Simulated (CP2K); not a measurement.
O:

```xyz
2
Lattice="4.2034 0.0000 0.0000 2.8685 3.0725 0.0000 2.8685 1.2463 2.8083" Properties=species:S:1:pos:R:3 pbc="T T T"
O     0.5429    0.2359    0.1534
O     9.3975    4.0828    2.6550
```

The real solid is made of molecules; this cell is a model form.

Base run:

```yaml
Program: CP2K 2026.2
Functional: PBE
Potentials_or_basis: all electrons (GAPW); pob-DZVP-rev2 basis
Density_cutoff: 6803 eV
k_mesh: 9 × 9 × 9
Occupations: fermi-dirac, width 0.05 eV
Spin: no spin polarisation
```

Its results: band gap on the k mesh none (metal or under the smearing width); pressure -0.7 GPa; largest force 1.584 eV/Å.

Task: The run is repeated on the same cell with these changes: potentials or basis from all electrons (GAPW); pob-DZVP-rev2 basis to all electrons (GAPW); pob-TZVP-rev2 basis; basis sets from O pob-DZVP-rev2 to O pob-TZVP-rev2. What comes out?

Result: Band gap on the k mesh none (metal or under the smearing width); pressure 1.7 GPa; largest force 2.888 eV/Å.

Caveats: spin is off for a triplet molecule; the basis of atomic orbitals isn't converged, which shifts pressures, moduli and gaps; forces of over 1 eV/Å show positions far from the minimum, so gaps and moduli don't describe the material at rest.
